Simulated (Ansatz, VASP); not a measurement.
# Two plane-wave programs on Ti

INCAR

```
ALGO = Normal
EDIFF = 1E-8
ENCUT = 520
GGA = PE
ISIF = 2
ISMEAR = -1
LASPH = T
LCHARG = F
LEFG = T
LREAL = F
LWAVE = F
NBANDS = 12
NELM = 60
PREC = Accurate
SIGMA = 0.05
```

KPOINTS

```
k-points
0
Gamma
  18 18 18
```

POSCAR

```
Ti
1.0
   -1.6038447660      1.6038447660      1.6038447660
    1.6038447660     -1.6038447660      1.6038447660
    1.6038447660      1.6038447660     -1.6038447660
Ti
1
Direct
    0.0000000000      0.0000000000      0.0000000000
```

Input for Ansatz:

```yaml
crystal:
  lattice:
    - [-1.603844766, 1.603844766, 1.603844766]
    - [1.603844766, -1.603844766, 1.603844766]
    - [1.603844766, 1.603844766, -1.603844766]
  atoms:
    - { symbol: Ti, position: [0.0, 0.0, 0.0] }
kpoints:
  mp_grid: { grid: [18, 18, 18] }
scf:
  occupations: { method: fermi_dirac, width: 0.05 }
hamiltonian:
  xc: pbe
  pseudopotentials: { kind: paw }
output:
  forces: true
  stress: true
  eigenvalues: true
  efg: { contact_densities: true }
  write_density: true
  write_potential: true
  elf: true
  volumetric_format: npy
```

Change from the starting cell: functional pbe, volume scaled by 0.96, PAW files.

Alike in both runs: task electric field gradients; functional PBE; k mesh 18 × 18 × 18; occupations fermi-dirac, width 0.05 eV; no spin polarisation.

|  | VASP | Ansatz |
| --- | --- | --- |
| version | VASP 6.6.1 | Ansatz 0.2.0 |
| potentials or method | VASP PAW PBE potentials, release 64 (Ti_sv) | PAW with Ansatz's default frozen-core files, scalar-relativistic |
| plane-wave cutoff (eV) | 520 | 420 |
| valence electrons in the cell | 12 | 12 |

|  | VASP | Ansatz | Ansatz less VASP |
| --- | --- | --- | --- |
| pressure (GPa) | 4.8 | 5.2 | +0.33 |
| Vzz of the field gradient on the site that differs most (V/Å²) | 0.0 | 0.0 | 0.00 |
